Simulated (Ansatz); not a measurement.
**HfN: enthalpy against pressure**

HfN, P6_3/mmc, a = 3.159 Å, c = 5.451 Å. This isn't the usual stable structure of the compound. Ansatz: PBE, PAW, 420 eV, Γ-centred 18×18×8 mesh on 4 atoms, Gaussian smearing 0.10 eV; no spin polarisation. Cell and atoms are relaxed at each pressure, and no other structure is tried, so the rows at high pressure may lie past a change of phase. y is the enthalpy over the state at zero pressure; there V0 = 11.780 Å³/atom. The pressures are the targets, met within 0.05 GPa.

| P (GPa) | y (eV/atom) |
| --- | --- |
| -2.0 | -0.1476 |
| 0.0 | 0.0000 |
| 2.0 | 0.1465 |
| 5.0 | ? |
| 10.0 | 0.7219 |
| 20.0 | 1.4201 |
| 40.0 | 2.7581 |

Task: Fit y = c1 P + c2 P² + c3 P³ to the other rows, say what c1 and c2 mean, and predict the missing value.

Result: Least squares on the rows shown. y = 0.073498 P − 0.00013574 P² + 5.5285×10⁻⁷ P³. Since dH/dP = V, c1 is V0: 0.073498 eV/GPa × 160.2 = 11.774 Å³ against 11.780; c2 = −V0/(2B0) gives B0 = 271 GPa, where a Birch–Murnaghan fit to the volumes of the same runs (not shown) gives 260 GPa: a cubic over this range folds the higher terms into c2. At P = 5.0 the fit asked for gives 0.3642 eV/atom. The run gave 0.3642 eV/atom, the same to the digits shown.

Spin–orbit coupling is left out, which can shift energies with elements as heavy as these.